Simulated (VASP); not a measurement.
Set up this calculation in VASP 6.6.1, as the native input.

```
Task                   : single point
Functional             : PBE
Dispersion             : D3(BJ)
Potentials or basis    : VASP PAW PBE potentials, release 64 (C, H)
Cutoff                 : 520 eV
k mesh                 : 2 × 2 × 1
Occupations            : gaussian, width 0.02 eV
Spin                   : no spin polarisation
Dipole correction      : no
Further INCAR settings : LREAL = Auto; ALGO = Fast; EDIFF = 1e-07; NBANDS = 55
```

The structure of H2C19 lies in POSCAR:

```
H2C19
1.0
    7.3980000000      0.0000000000      0.0000000000
   -3.6990000000      6.4068560000      0.0000000000
    0.0000000000      0.0000000000     12.0000000000
C H
19 2
Direct
    0.0017589619      0.0052248716      0.0737610000
    0.2215259191      0.1148607055      0.0737623333
    0.0005633151      0.3354626669      0.0790160000
    0.2237185811      0.4479713607      0.0741135000
   -0.0004332039      0.6721206158      0.0741183333
    0.2227093322      0.7846208811      0.0790127500
    0.3286263239      0.0015619205      0.0829411667
    0.5514678122      0.1202184035      0.1109634167
    0.3335840846      0.3381043682      0.0742038333
    0.5568250252      0.4501677578      0.0737520000
    0.3362159125      0.6711120088      0.0790178333
    0.5531581526      0.7770283896      0.0829594167
    0.6718198839     -0.0001261149      0.1109820833
    0.8946539740      0.1185298998      0.0829449167
    0.6701317282      0.3430531293      0.0829260833
    0.8870664085      0.4489676372      0.0790118333
    0.6664517164      0.6699234383      0.0737714167
    0.8897012702      0.7819832380      0.0742100833
    0.6116272003      1.0600438031      0.2197833333
    0.7372573109      1.1856835865      0.2668846667
    0.4859675131      0.9343902844      0.2668634167
```

The cell was built by a generator and needn't be a form met in nature.

One way to write it, as run:

INCAR

```
ALGO = Fast
EDIFF = 1E-7
ENCUT = 520
GGA = PE
ISIF = 2
ISMEAR = 0
IVDW = 12
LASPH = True
LCHARG = False
LREAL = Auto
LWAVE = False
NBANDS = 55
NELM = 100
PREC = Accurate
SIGMA = 0.02
```

KPOINTS

```
k-points
0
Gamma
  2 2 1
```

Potentials or basis: VASP PAW PBE potentials, release 64 (C, H).

Command:

```bash
$ cat potpaw_PBE.64/C/POTCAR potpaw_PBE.64/H/POTCAR > POTCAR
$ mpirun -np 1 vasp_std > vasp.out
```

Results of the run:

The largest force is 0.058 eV/Å and the band gap on the k mesh is 0.24 eV, direct. The dispersion energy per atom is -0.085 eV.

Caveat: the k mesh is coarse (spacing up to 0.49 Å⁻¹), so the values aren't converged.

Wall time 4.2 min on 1 thread of Intel(R) Xeon(R) Platinum 8259CL CPU @ 2.50GHz (Skylake/Cascade Lake), on a shared host, peak memory 0.63 GiB.
